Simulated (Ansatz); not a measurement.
Computed with DFT PBE, scalar-relativistic, plane waves, PAW (Ansatz 0.2.0). Settings: cutoff 420 eV, Γ-centred meshes spaced at most about 0.3 Å⁻¹, and about 0.25 Å⁻¹ or finer for metals (2π included), Gaussian smearing. No spin polarisation in the final relaxations.

These are static total energies at zero pressure.

Two relaxed structures of C:

1.

```cif
data_structure
_symmetry_space_group_name_H-M 'I4_1/amd:1'
_symmetry_Int_Tables_number 141
_cell_length_a 4.9366
_cell_length_b 4.9366
_cell_length_c 4.9755
_cell_angle_alpha 90.000
_cell_angle_beta 90.000
_cell_angle_gamma 90.000
_cell_volume 121.25
loop_
_atom_site_label
_atom_site_type_symbol
_atom_site_symmetry_multiplicity
_atom_site_Wyckoff_symbol
_atom_site_fract_x
_atom_site_fract_y
_atom_site_fract_z
_atom_site_occupancy
C1 C 16 g 0.16109 0.33891 0.25000 1
```

2.

```cif
data_structure
_symmetry_space_group_name_H-M 'Cmmm'
_symmetry_Int_Tables_number 65
_cell_length_a 2.6716
_cell_length_b 6.1993
_cell_length_c 3.4283
_cell_angle_alpha 90.000
_cell_angle_beta 90.000
_cell_angle_gamma 90.000
_cell_volume 56.78
loop_
_atom_site_label
_atom_site_type_symbol
_atom_site_symmetry_multiplicity
_atom_site_Wyckoff_symbol
_atom_site_fract_x
_atom_site_fract_y
_atom_site_fract_z
_atom_site_occupancy
C1 C 4 l 0.50000 0.00000 0.80517 1
C2 C 4 j 0.50000 0.17800 0.50000 1
```

Task: Which would you expect to be lower, and how large is the difference?

Result: Cell 2 is lower, by 174 meV/atom. Cell 1 has space group I4_1/amd (No. 141), 7.6 Å³/atom and a gap of 3.30 eV on its mesh; cell 2 has space group Cmmm (No. 65), 7.1 Å³/atom and no gap. Counting all near atoms (those within 1.25 times the shortest such distance or 1.15 times the sum of covalent radii; a plus sign parts nearer from farther groups; a slash parts the counts of unlike sites), cell 1 has C 4 and cell 2 has C 1+2/4. The denser one is the lower, and pressure would at first widen the difference. In cell 1, C has 4 C at 1.52–1.59 Å. In cell 2, around C on a site of symmetry mm2 lie 1 C at 1.34 Å and 2 C at 1.52 Å; around C on a site of symmetry m2m lie 4 C at 1.52–1.61 Å. Both come from invented guesses. A third cell relaxed alike, in I4/mmm, lies 180 meV/atom below the lower of the two. The part of the Crystallography Open Database at hand lists C in space groups No. 58, 69, 71, 141, 166 and others; sharing a group (I4_1/amd) doesn't make a cell the listed structure.

Kohn–Sham gaps at this level usually fall short of measured ones.
